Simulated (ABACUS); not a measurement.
Runs of ABACUS 3.10.1 on Li. Symmetry: Im-3m, No. 229, cubic system. The conventional cell has a = 3.509 Å, b = 3.509 Å, c = 3.509 Å, α = 90.00°, β = 90.00°, γ = 90.00°. Li (site symmetry m-3m) has 8 Li at 3.04 Å as nearest neighbours. 

```tsv
task	level	potentials or basis	cell	k mesh	cutoff (eV)	radial cutoff of the potentials (pseudo_rcut)	threshold of the eigensolver	path	points for each segment of the path	symmetry key	mesh quality	gap on the mesh (eV)	pressure (GPa)	relaxed volume (Å³/atom)
single point	B86bPBE	PseudoDojo NC SR 0.5 PBE stringent, plane waves	as given	9 × 9 × 9	1320	10 bohr	-	-	-	1	not flagged	none	(a)	-
relaxation of cell and atoms	revPBE	Ansatz NC PBE, plane waves	relaxed	9 × 9 × 9	1034	10 bohr	-	-	-	1	not flagged	none	0.0	21.18
relaxation of cell and atoms	B86bPBE	PseudoDojo NC SR 0.5 PBE stringent, plane waves	relaxed	9 × 9 × 9	1320	10 bohr	-	-	-	1	not flagged	none	0.0	20.37
single point	revPBE	Ansatz NC PBE, plane waves	as given	9 × 9 × 9	1034	10 bohr	-	-	-	1	not flagged	none	-0.3	-
single point	rSCAN	SG15 ONCV 1.2 PBE, plane waves	as given	7 × 7 × 7	1170	10 bohr	-	-	-	1	coarse	none	-1.9	-
relaxation of cell and atoms	B86bPBE	PseudoDojo NC SR 0.5 PBE stringent, plane waves	relaxed	9 × 9 × 9	1320	7 bohr	-	-	-	1	not flagged	none	0.0	20.37
```

Alike in all rows: no spin polarisation; smearing fermi-dirac 0.05 eV.

Question: Estimate the missing entries.

Answer: (a) -0.8.

Caveats: some runs use coarse meshes; the potentials were made for another functional, which shifts forces and pressure.

A gap of «none» marks a metal or a gap under the smearing width.

Runs at the PBE level aren't shown here.
